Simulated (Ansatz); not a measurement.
Crystal: BaTiO3.

```xyz
10
Lattice="-2.8277 -1.6326 -2.3177 2.8277 -4.8977 0.0000 -2.8277 -1.6326 4.6355" Properties=species:S:1:pos:R:3 pbc="T T T"
Ba    0.0173   -6.4883    4.4750
Ba   -2.8449   -4.9396    0.1605
Ti   -0.0507   -6.4912    1.1667
Ti    0.0507   -3.3041   -0.9720
O    -2.9184   -3.1975    2.1689
O     0.0907   -4.8993   -0.0148
O    -1.2876   -5.6890    2.2893
O    -1.4829   -2.5067   -0.1352
O    -4.0760   -2.5422   -0.0739
O     1.1912   -2.3885   -0.0897
```

Base run:

```yaml
Program: Ansatz 0.2.0
Functional: PBE
Potentials_or_basis: Ansatz PAW
Cutoff: 600 eV
Density_cutoff: 2400 eV
k_mesh: 7 × 5 × 5
Occupations: fermi-dirac, width 0.05 eV
Spin: no spin polarisation
```

Its results: band gap on the k mesh 2.28 eV, indirect (least direct gap 2.35 eV); pressure 8.5 GPa; largest force 3.226 eV/Å.

Problem. The run is repeated on the same cell with these changes: functional from PBE to r2SCAN; cutoff from 600 eV to 500 eV (not typed: the program's choice for these potentials); hubbard terms from none to Ti d U = 5 eV; hubbard projectors from none to ortho-atomic (the default). What comes out?

Solution. Band gap on the k mesh 3.22 eV, indirect (least direct gap 3.27 eV); pressure 7.5 GPa; largest force 3.669 eV/Å.

Several settings changed at once, so the effect can't be laid on one alone.

Caveats: spin-orbit coupling is left out, which moves the levels of the heavy elements; forces of over 1 eV/Å show positions far from the minimum, so gaps and moduli don't describe the material at rest; odd divisions of the mesh miss points on the zone boundary, where band edges often lie, so the gap on the mesh can be too wide (some runs); the PAW data sets come from PBE, with cores solved anew for the run's functional, which leaves a small shift of forces and pressure (some runs).

A k mesh can miss the band edges.
